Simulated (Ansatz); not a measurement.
AlGa3N4: the gap against volume

AlGa3N4, Pm, a = 5.142 Å, b = 3.165 Å, c = 5.478 Å, β = 90.0°. The structure is a Materials Project entry; whether it is the stable form wasn't checked. Ansatz: PBEsol, PAW, 420 eV, Γ-centred 6×8×6 mesh on 8 atoms, Gaussian smearing 0.02 eV; no spin polarisation. Shape and atoms are relaxed at each volume; x = ln(V/V0) with V0 = 11.146 Å³/atom. The gap is read at the mesh points alone.

```tsv
x	gap y (eV)
-0.1278	3.241
-0.0943	3.009
-0.0619	2.786
-0.0305	2.569
0.0000	?
0.0296	2.156
0.0583	1.962
0.0953	1.713
```

**Question.** Fit a straight line to the other rows, give the volume deformation potential of the gap and its pressure coefficient, and predict the missing gap. B0 = 191.8 GPa.

**Answer.** Means x = -0.01876, y = 2.4909; Σ(Δx)² = 0.04088, ΣΔxΔy = -0.2803; the slope is their ratio. y = 2.3623 − 6.8553 x. The slope is the deformation potential a = dE_g/d ln V = -6.86 eV, and dE_g/dP = −a/B0 = 35.7 meV/GPa. At x = 0.0000 the fit asked for gives 2.362 eV. The run gave 2.359 eV, so the fit is 0.003 eV too high, within twice the rms miss on the fitted rows (0.002 eV).

Semilocal functionals give gaps under the measured ones; changes of the gap mostly carry over better.